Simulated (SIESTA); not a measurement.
The system is Sn.

```xyz
2
Lattice="0.0000 3.2333 3.2333 3.2333 0.0000 3.2333 3.2333 3.2333 0.0000" Properties=species:S:1:pos:R:3 pbc="T T T"
Sn    4.8500    4.8500    4.8500
Sn    3.2333    3.2333    3.2333
```

This isn't the form of Sn at room conditions, which is tetragonal (white tin).

Base run:

| Item | Value |
| --- | --- |
| Program | SIESTA 5.4.2 |
| Functional | PBE |
| Potentials or basis | PseudoDojo 0.4 standard (PBE files) |
| Basis | DZP (energy shift 0.01 Ry) |
| Grid cutoff | 500 Ry |
| Energy shift | 0.01 Ry |
| k mesh | 7 × 7 × 7 |
| Occupations | fermi-dirac, width 0.05 eV |
| Spin | no spin polarisation |

Its results: band gap on the k mesh none (metal or under the smearing width); pressure 4.0 GPa.

**Question.** The run is repeated on the same cell with these changes: basis from DZP (energy shift 0.01 Ry) to DZ (energy shift 0.01 Ry). What comes out?

**Answer.** Band gap on the k mesh none (metal or under the smearing width); pressure 1.9 GPa.

Caveats: semicore shells carry a single zeta, which can move pressures by several GPa and volumes by a few percent; the basis of atomic orbitals isn't converged, which shifts pressures, moduli and gaps; the basis has no polarisation orbitals (some runs).

Not every run made on this cell is shown here.
